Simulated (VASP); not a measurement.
Wanted: the native input for a VASP 6.6.1 run.

```yaml
Task: Born charges and dielectric tensor
Functional: PBE
Potentials_or_basis: VASP PAW PBE potentials, release 64 (C)
Cutoff: 520 eV
k_mesh: 4 × 4 × 4
Occupations: gaussian, width 0.02 eV
Spin: no spin polarisation
Further_INCAR_settings: ALGO = Fast; EDIFF = 1e-08; IBRION = 8; NSW = 1
```

The structure of C lies in POSCAR:

```
C                                       
1.0
    0.0000000000      1.7882477106      1.7882477106
    1.7882477106      0.0000000000      1.7882477106
    1.7882477106      1.7882477106      0.0000000000
  C             
     2
Direct
     0.0000000000000000    0.0000000000000000    0.0000000000000000
     0.2500000000000000    0.2500000000000000    0.2500000000000000
```

This isn't the form of C at room conditions, which is graphite.

The input as run:

INCAR

```
PREC = Accurate ; ENCUT = 520
EDIFF = 1E-8 ; ISMEAR = 0
SIGMA = 0.02 ; LREAL = False
LASPH = True ; NELM = 100
ALGO = Fast ; ISIF = 2
LWAVE = False ; LCHARG = False
GGA = PE ; LEPSILON = True
IBRION = 8 ; NSW = 1
```

KPOINTS

```
regular mesh
0
Gamma
  4 4 4
```

Potentials or basis: VASP PAW PBE potentials, release 64 (C).

Command:

```bash
$ cat potpaw_PBE.64/C/POTCAR > POTCAR
$ mpirun -np 1 vasp_std > vasp.out
```

It gave:

```yaml
Band_gap_on_the_k_mesh: 4.41 eV, indirect (least direct gap 5.56 eV)
Electronic_dielectric_tensor_diagonal: 7.42
Born_charges_mean_of_the_diagonal: C +0.00 e
Highest_phonon_frequency_at_Γ: 1315 cm⁻¹
```

Caveat: the k mesh is coarse (spacing up to 0.76 Å⁻¹), so the values aren't converged.

Wall time 24 s on 1 thread of Intel(R) Xeon(R) Platinum 8488C (Sapphire Rapids), on a shared host, peak memory 0.12 GiB.
